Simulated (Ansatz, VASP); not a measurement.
# GaN: VASP beside Ansatz

```
Ga N
1.0
     3.20813    0.00000    0.00000
    -1.60407    2.77833    0.00000
     0.00000    0.00000    5.18500
Ga N
2 2
Direct
  0.33333 0.66667 0.99950
  0.66667 0.33333 0.49950
  0.33333 0.66667 0.37750
  0.66667 0.33333 0.87750
```

Alike in both runs: functional PBE; k mesh 8 × 8 × 5; occupations gaussian, width 0.05 eV; no spin polarisation.

Ansatz relaxed the structure, and its values are those at the end. VASP's run is a single point on that final structure, the one shown.

```csv
,VASP,Ansatz
version,VASP 6.6.1,Ansatz 0.2.0
potentials or method,"VASP PAW PBE potentials, release 64 (Ga_d, N)","scalar-relativistic, plane waves, PAW"
plane-wave cutoff (eV),520,420
valence electrons in the cell,36,36
```

VASP gave:

```
pressure (GPa) : 3.2
```

Question: What did Ansatz give for the same quantities?

Answer: Pressure (GPa): 3.1.

Ansatz warned: «stress_scf_threshold_loose».
